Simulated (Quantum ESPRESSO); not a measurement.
Crystal: NaF (Villiaumite).

```
Na F
1.0
     0.00000    2.32000    2.32000
     2.32000    0.00000    2.32000
     2.32000    2.32000    0.00000
Na F
1 1
Direct
  0.00000 0.00000 0.00000
  0.50000 0.50000 0.50000
```

| Item | Value |
| --- | --- |
| Program | Quantum ESPRESSO 7.5 |
| Task | phonons |
| Functional | BLYP |
| Dispersion | D3(BJ) |
| Potentials or basis | GBRV 1.5 PBE |
| Cutoff | 612 eV |
| Density cutoff | 4898 eV |
| k mesh | 6 × 6 × 6, shifted |
| Occupations | fermi-dirac, width 0.05 eV |
| Spin | no spin polarisation |
| Mixing beta | 0.5 |
| Most SCF iterations | 120 |
| SCF threshold | 4e-10 Ry |

The cell and the atoms were relaxed first, to 11.95 Å³/atom (a = 3.234 Å, b = 3.234 Å, c = 3.234 Å, α = 60.00°, β = 60.00°, γ = 60.00°), and the response was taken there.

The first run showed a gap, so the response started from a second, tighter run with fixed occupations.

At Γ the optical frequencies without the macroscopic field are 284 284 284 cm⁻¹, at a pressure of 0.0 GPa.

Problem. How do the modes respond when the cell is scaled evenly, at fixed shape?

Solution. The highest of these modes has a Grüneisen parameter of 2.17 and moves by +10.8 cm⁻¹ per GPa. None of the listed modes softens on compression. The pressures give a bulk modulus of about 57 GPa.

Frequencies at 99 % and 101 % of the volume (pressures 0.6 and -0.6 GPa), ions relaxed:
```csv
mode,99 % (cm⁻¹),101 % (cm⁻¹),Grüneisen parameter
4,290.5,278.1,2.17
5,290.5,278.1,2.17
6,290.5,278.1,2.17
```

Modes are matched by their order; those that don't vary smoothly over the three volumes are left out.

Caveat: the potentials were made for another functional, which shifts forces and pressure; before the sum rule the acoustic modes lie tens of cm⁻¹ from zero, a sign that the density grid also shifts the optical modes.
